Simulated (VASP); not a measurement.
# ZnS (P6_3mc) in VASP: a series of runs, part 2 of 2

VASP 6.6.1. The steps go on from the part before.

## Step 3: Single point, PBEsol

This run uses another cell than the first one, of 19.23 Å³/atom.

Contents of INCAR:

```
ALGO = Normal
EDIFF = 1E-7
ENCUT = 520
GGA = PS
ISIF = 2
ISMEAR = 1
LASPH = T
LCHARG = F
LREAL = F
LWAVE = F
NBANDS = 26
NELM = 100
PREC = Accurate
SIGMA = 0.05
```

Contents of KPOINTS:

```
k-points
0
Gamma
  6 6 4
```

Contents of POSCAR:

```
ZnS
1.0
    3.7821502568      0.0000000000      0.0000000000
   -1.8910751284      3.2754382033      0.0000000000
    0.0000000000      0.0000000000      6.2078588045
Zn S
2 2
Direct
    0.3333333333      0.6666666667      0.0054323468
    0.6666666667      0.3333333333      0.5054323468
    0.3333333333      0.6666666667      0.3795676532
    0.6666666667      0.3333333333      0.8795676532
```

Potentials or basis: VASP PAW PBE potentials, release 64 (Zn, S).

On the command line:

```bash
cat potpaw_PBE.64/Zn/POTCAR potpaw_PBE.64/S/POTCAR > POTCAR
mpirun -np 1 vasp_std > vasp.out
```

OUTCAR:

```text
EDIFF = 1E-7
   ENCUT = 520
   GGA = PS
   ISIF = 2
   ISMEAR = 1
   LASPH = T
   LREAL = F
   NELM = 100
   PREC = Accurate

 ion  position               nearest neighbor table
   1  0.333  0.667  0.005-   4 2.32   4 2.32   4 2.32   3 2.32
   2  0.667  0.333  0.505-   3 2.32   3 2.32   3 2.32   4 2.32
   3  0.333  0.667  0.380-   2 2.32   2 2.32   2 2.32   1 2.32
   4  0.667  0.333  0.880-   1 2.32   1 2.32   1 2.32   2 2.32

  LATTYP: Found a hexagonal cell.
 ALAT       =     3.7821502568
 C/A-ratio  =     1.6413570014

  Lattice vectors:

 A1 = (   3.7821502568,   0.0000000000,   0.0000000000)
 A2 = (  -1.8910751284,   3.2754382033,   0.0000000000)
 A3 = (   0.0000000000,   0.0000000000,   6.2078588045)

Analysis of symmetry for initial positions (statically):
=====================================================================
 Subroutine PRICEL returns:
 Original cell was already a primitive cell.

 Routine SETGRP: Setting up the symmetry group for a
 hexagonal supercell.

 Subroutine GETGRP returns: Found 12 space group operations
 (whereof  6 operations were pure point group operations)
 out of a pool of 24 trial point group operations.

The static configuration has the point symmetry C_3v.
 The point group associated with its full space group is C_6v.

Analysis of symmetry for dynamics (positions and initial velocities):
=====================================================================
 Subroutine PRICEL returns:
 Original cell was already a primitive cell.

 Routine SETGRP: Setting up the symmetry group for a
 hexagonal supercell.

 Subroutine GETGRP returns: Found 12 space group operations
 (whereof  6 operations were pure point group operations)
 out of a pool of 24 trial point group operations.

The dynamic configuration has the point symmetry C_3v.
 The point group associated with its full space group is C_6v.

 Subroutine INISYM returns: Found 12 space group operations
 (whereof  6 operations are pure point group operations),
 and found     1 'primitive' translations

----------------------------------------------------------------------------------------

                                     Primitive cell

  volume of cell :      76.9042

  direct lattice vectors                    reciprocal lattice vectors
     3.782150257  0.000000000  0.000000000     0.264399860  0.152651331  0.000000000
    -1.891075128  3.275438203  0.000000000     0.000000000  0.305302661  0.000000000
     0.000000000  0.000000000  6.207858804     0.000000000  0.000000000  0.161086138

  length of vectors
     3.782150257  3.782150257  6.207858804     0.305302661  0.305302661  0.161086138

  position of ions in fractional coordinates (direct lattice)
     0.333333333  0.666666667  0.005432347
     0.666666667  0.333333333  0.505432347
     0.333333333  0.666666667  0.379567653
     0.666666667  0.333333333  0.879567653

  ion indices of the primitive-cell ions
   primitive index   ion index
                 1           1
                 2           2
                 3           3
                 4           4

----------------------------------------------------------------------------------------

 KPOINTS: k-points

Automatic generation of k-mesh.
 Grid dimensions read from file:
 generate k-points for:    6    6    4

 Generating k-lattice:

  Cartesian coordinates                     Fractional coordinates (reciprocal lattice)
     0.044066643  0.025441888  0.000000000     0.166666667  0.000000000  0.000000000
     0.000000000  0.050883777  0.000000000     0.000000000  0.166666667  0.000000000
     0.000000000  0.000000000  0.040271534     0.000000000  0.000000000  0.250000000

  Length of vectors
     0.050883777  0.050883777  0.040271534

  Shift w.r.t. Gamma in fractional coordinates (k-lattice)
     0.000000000  0.000000000  0.000000000

 Subroutine IBZKPT returns following result:
 ===========================================

 Found     21 irreducible k-points:

 Following reciprocal coordinates:
            Coordinates               Weight
  0.000000  0.000000  0.000000      1.000000
  0.166667 -0.000000  0.000000      6.000000
  0.333333  0.000000  0.000000      6.000000
  0.500000  0.000000  0.000000      3.000000
  0.166667  0.166667  0.000000      6.000000
  0.333333  0.166667  0.000000     12.000000
[... 13 lines left out ...]
  0.333333  0.166667  0.500000     12.000000
  0.333333  0.333333  0.500000      2.000000
   k-points           NKPTS =     21   k-points in BZ     NKDIM =     21   number of bands    NBANDS=     26
   number of dos      NEDOS =    301   number of ions     NIONS =      4
   total plane-waves  NPLWV =  37632
   dimension x,y,z NGX =    28 NGY =   28 NGZ =   48
   dimension x,y,z NGXF=    56 NGYF=   56 NGZF=   96
   ions per type =               2   2
   NGX,Y,Z   is equivalent  to a cutoff of  12.31, 12.31, 12.85 a.u.
   NGXF,Y,Z  is equivalent  to a cutoff of  24.62, 24.62, 25.71 a.u.
 SYSTEM =  unknown system
   PREC   = accura    normal or accurate (medium, high low for compatibility)
   ISTART =      0    job   : 0-new  1-cont  2-samecut
   ICHARG =      2    charge: 1-file 2-atom 10-const
   ISPIN  =      1    spin polarized calculation?
   LNONCOLLINEAR =      F non collinear calculations
   LSORBIT =      F    spin-orbit coupling
   LASPH  =      T    aspherical Exc in radial PAW
   ENCUT  =  520.0 eV  38.22 Ry    6.18 a.u.   7.03  7.03 11.54*2*pi/ulx,y,z
   NELM   =    100;   NELMIN=  2; NELMDL= -5     # of ELM steps
   EDIFF  = 0.1E-06   stopping-criterion for ELM
   LREAL  =      F    real-space projection
   EDIFFG = 0.1E-05   stopping-criterion for IOM
   NSW    =      0    number of steps for IOM
   IBRION =     -1    ionic relax: 0-MD 1-quasi-New 2-CG
   NFREE  =      0    steps in history (QN), initial steepest desc. (CG)
   ISIF   =      2    stress and relaxation
   ISYM   =      2    0-nonsym 1-usesym 2-fastsym
   POTIM  = 0.5000    time-step for ionic-motion
   TEBEG  =    0.0;   TEEND  =   0.0 temperature during run
   PSTRESS=    0.0 pullay stress
   NELECT =      36.0000    total number of electrons
   NUPDOWN=      -1.0000    fix difference up-down
   EMIN   =  10.00;   EMAX   =-10.00  energy-range for DOS
   EFERMI =   0.00;   METHOD = LEGACY
   ISMEAR =     1;   SIGMA  =   0.05  broadening in eV -4-tet -1-fermi 0-gaus
   EFERMI_NEDOS =   21; number of points for ismear=-14 and -15
   IALGO  =     38    algorithm
   IMIX   =      4    mixing-type and parameters
     AMIX     =   0.40;   BMIX     =  1.00
     AMIX_MAG =   1.60;   BMIX_MAG =  1.00
  volume/ion in A,a.u.               =      19.23       129.74
  Fermi-wavevector in a.u.,A,eV,Ry     =   1.271137  2.402100 21.984144  1.615789
  Thomas-Fermi vector in A             =   2.404086
   LORBIT       =      0    0 simple, 1 ext, 2 COOP (PROOUT), +10 PAW based schemes
   GGA     = PS    functional components
   LHFCALC =     F    Hartree Fock is set to
   AEXX    =    0.0000 exact exchange contribution
   IVDW    =     0    specifies the selected vdW correction
   LEPSILON=     F    determine dielectric tensor
   LRPA    =     F    only Hartree local field effects (RPA)
 non-spin polarized calculation
 Methfessel and Paxton  Order N= 1 SIGMA  =   0.05
  energy-cutoff  :      520.00
  volume of cell :       76.90
 maximum number of plane-waves:      2080
   NGX = 15   NGY = 15   NGZ = 23

 number of electron      36.0000003 magnetization

 Free energy of the ion-electron system (eV)
  ---------------------------------------------------
  ext. energy  EPLUGINS =         0.00000000
  ---------------------------------------------------
  free energy    TOTEN  =       -15.16363260 eV

  energy without entropy =      -15.16367372  energy(sigma->0) =      -15.16364631

 E-fermi :   2.3215     XC(G=0):  -9.9632

 val. band max:        2.2794893306   @ k =   0.0000   0.0000   0.0000
 cond. band min:       4.4399051210   @ k =   0.0000   0.0000   0.0000
 fundamental gap:      2.1604157904
 Fermi energy:         2.3215127991

 k-point     1 :       0.0000    0.0000    0.0000
  band No.  band energies     occupation
      1     -11.0880      2.00000
      2     -10.0911      2.00000
      3      -4.2103      2.00000
      4      -4.1934      2.00000
      5      -4.1934      2.00000
      6      -4.1077      2.00000
[... 598 lines left out ...]
     25      11.9158      0.00000
     26      11.9158      0.00000

------------------------ aborting loop because EDIFF is reached ----------------------------------------

  FORCE on cell =-STRESS in cart. coord.  units (eV):
  Direction    XX          YY          ZZ          XY          YZ          ZX
  --------------------------------------------------------------------------------------
  -------------------------------------------------------------------------------------
  Total        0.1039917      0.1039917      0.0871568      0.0000000      0.0000000      0.0000000
  in kB        2.1665033      2.1665033      1.8157742      0.0000000      0.0000000      0.0000000
  external PRESSURE =       2.0495936 kB  Pullay stress =       0.0000000 kB

 VOLUME and BASIS-vectors are now :
 -----------------------------------------------------------------------------
  energy-cutoff  :      520.00
  volume of cell :       76.90
      direct lattice vectors                 reciprocal lattice vectors
     3.782150257  0.000000000  0.000000000     0.264399860  0.152651331  0.000000000
    -1.891075128  3.275438203  0.000000000     0.000000000  0.305302661  0.000000000
     0.000000000  0.000000000  6.207858804     0.000000000  0.000000000  0.161086138

 POSITION                                       TOTAL-FORCE (eV/Angst)
 -----------------------------------------------------------------------------------
     -0.00000      2.18363      0.03372         0.000000      0.000000      0.000562
      1.89108      1.09181      3.13765        -0.000000     -0.000000      0.000562
     -0.00000      2.18363      2.35630        -0.000000     -0.000000     -0.000562
      1.89108      1.09181      5.46023         0.000000      0.000000     -0.000562
 -----------------------------------------------------------------------------------
    total drift:                               -0.000000     -0.000000     -0.000303

  FREE ENERGIE OF THE ION-ELECTRON SYSTEM (eV)
  ---------------------------------------------------
  free  energy   TOTEN  =       -15.1636326004 eV

  energy  without entropy=      -15.1636737191  energy(sigma->0) =      -15.16364631
```

stdout:

```text
POSCAR found type information on POSCAR ZnS
 POSCAR found :  2 types and       4 ions
 scaLAPACK will be used
 -----------------------------------------------------------------------------
|                                                                             |
|                                                                             |
|     You enforced a specific xc type in the INCAR file but a different       |
|     I HOPE YOU KNOW WHAT YOU ARE DOING!                                     |
|                                                                             |
 -----------------------------------------------------------------------------

 LDA part: xc-table for (Slater+PW92), standard interpolation
 POSCAR, INCAR and KPOINTS ok, starting setup
 FFT: planning ... GRIDC
 FFT: planning ... GRID_SOFT
 FFT: planning ... GRID
 WAVECAR not read
 entering main loop
```

Wall time 54 s (1 thread of Intel Xeon 8259CL, shared host); peak memory 0.2 GiB.

What came out:

```
Free energy            : -15.1636 eV
Pressure               : 0.2 GPa
Band gap on the k mesh : 2.16 eV
```

Caveat: the PAW data sets were made with another functional, which shifts forces and pressure a little.

## Step 4: How close it comes

Step 2. Measured gap of ZnS: 3.911 eV (direct; 4 K; a printed reference work, monograph). This calculation gives 2.24 eV (-1.67 eV). The value is that of PBE+D4, without temperature or zero-point motion. Semilocal functionals fall short of measured gaps as a rule.

Step 3. Measured gap of ZnS: 3.911 eV (direct; 4 K; a printed reference work, monograph). This calculation gives 2.16 eV (-1.75 eV). The value is that of PBEsol, without temperature or zero-point motion. Semilocal functionals fall short of measured gaps as a rule.
